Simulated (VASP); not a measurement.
Here is a VASP 6.6.1 calculation.

Contents of INCAR:

```
PREC = Accurate
ENCUT = 450
EDIFF = 1E-6
ISMEAR = 0
SIGMA = 0.02
LREAL = False
LASPH = True
NELM = 120
ALGO = Normal
ISIF = 2
LWAVE = False
LCHARG = False
METAGGA = R2SCAN
LMIXTAU = True
KPAR = 2
```

File KPOINTS:

```
Automatic mesh
0
Gamma
  10 10 10
```

POSCAR

```
Si                                      
1.0
    0.0000000000      2.7342859811      2.7342859811
    2.7342859811      0.0000000000      2.7342859811
    2.7342859811      2.7342859811      0.0000000000
  Si            
     2
Direct
     0.7500000000000000    0.7500000000000000    0.7500000000000000
     0.5000000000000000    0.5000000000000000    0.5000000000000000
```

KPOINTS_OPT

```
path GXWKGLUWLK,UX
10
line-mode
reciprocal
 0.0000000000  0.0000000000  0.0000000000  G
 0.5000000000  0.0000000000  0.5000000000  X

 0.5000000000  0.0000000000  0.5000000000  X
 0.5000000000  0.2500000000  0.7500000000  W

 0.5000000000  0.2500000000  0.7500000000  W
 0.3750000000  0.3750000000  0.7500000000  K

 0.3750000000  0.3750000000  0.7500000000  K
 0.0000000000  0.0000000000  0.0000000000  G

 0.0000000000  0.0000000000  0.0000000000  G
 0.5000000000  0.5000000000  0.5000000000  L

 0.5000000000  0.5000000000  0.5000000000  L
 0.6250000000  0.2500000000  0.6250000000  U

 0.6250000000  0.2500000000  0.6250000000  U
 0.5000000000  0.2500000000  0.7500000000  W

 0.5000000000  0.2500000000  0.7500000000  W
 0.5000000000  0.5000000000  0.5000000000  L

 0.5000000000  0.5000000000  0.5000000000  L
 0.3750000000  0.3750000000  0.7500000000  K

 0.6250000000  0.2500000000  0.6250000000  U
 0.5000000000  0.0000000000  0.5000000000  X
```

Potentials or basis: VASP PAW PBE potentials, release 64 (Si).

Command:

```bash
$ cat potpaw_PBE.64/Si/POTCAR > POTCAR
$ mpirun -np 2 vasp_std > vasp.out
```

Q: Predict the band gap along the path.

A: 0.82 eV, indirect (least direct gap 2.75 eV).

Q: What does it give for the band gap on the k mesh?

A: 0.81 eV, indirect (least direct gap 2.75 eV).

Levels at the corners of the path, in eV from the valence-band top:
```csv
point,band 1,band 2,band 3,band 4,band 5,band 6,band 7,band 8
Γ,-12.38,0.00,0.00,0.00,2.75,2.75,2.75,3.73
X,-8.09,-8.09,-2.95,-2.95,0.96,0.96,10.69,10.70
X,-8.09,-8.09,-2.95,-2.95,0.96,0.96,10.69,10.69
W,-7.93,-7.93,-3.94,-3.94,4.60,4.60,5.35,5.35
W,-7.93,-7.93,-3.94,-3.94,4.60,4.60,5.35,5.35
K,-8.53,-7.47,-4.39,-2.51,1.46,4.45,7.90,8.48
K,-8.53,-7.47,-4.39,-2.51,1.46,4.45,7.90,8.49
Γ,-12.38,0.00,0.00,0.00,2.75,2.75,2.75,3.73
Γ,-12.38,0.00,0.00,0.00,2.75,2.75,2.75,3.73
L,-9.98,-7.17,-1.25,-1.25,1.81,3.60,3.60,8.30
L,-9.98,-7.17,-1.25,-1.25,1.81,3.60,3.60,8.30
U,-8.53,-7.47,-4.39,-2.51,1.46,4.45,7.90,8.49
U,-8.53,-7.47,-4.39,-2.51,1.46,4.45,7.90,8.49
W,-7.93,-7.93,-3.94,-3.94,4.60,4.60,5.35,5.35
W,-7.93,-7.93,-3.94,-3.94,4.60,4.60,5.35,5.35
L,-9.98,-7.17,-1.25,-1.25,1.81,3.60,3.60,8.30
L,-9.98,-7.17,-1.25,-1.25,1.81,3.60,3.60,8.30
K,-8.53,-7.47,-4.39,-2.51,1.46,4.45,7.90,8.48
U,-8.53,-7.47,-4.39,-2.51,1.46,4.45,7.90,8.48
X,-8.09,-8.09,-2.95,-2.95,0.96,0.96,10.69,10.71
```

Caveat: the PAW data sets were made with another functional, which shifts forces and pressure a little. r2SCAN opens gaps a little over a GGA but as a rule still falls short of measured ones.
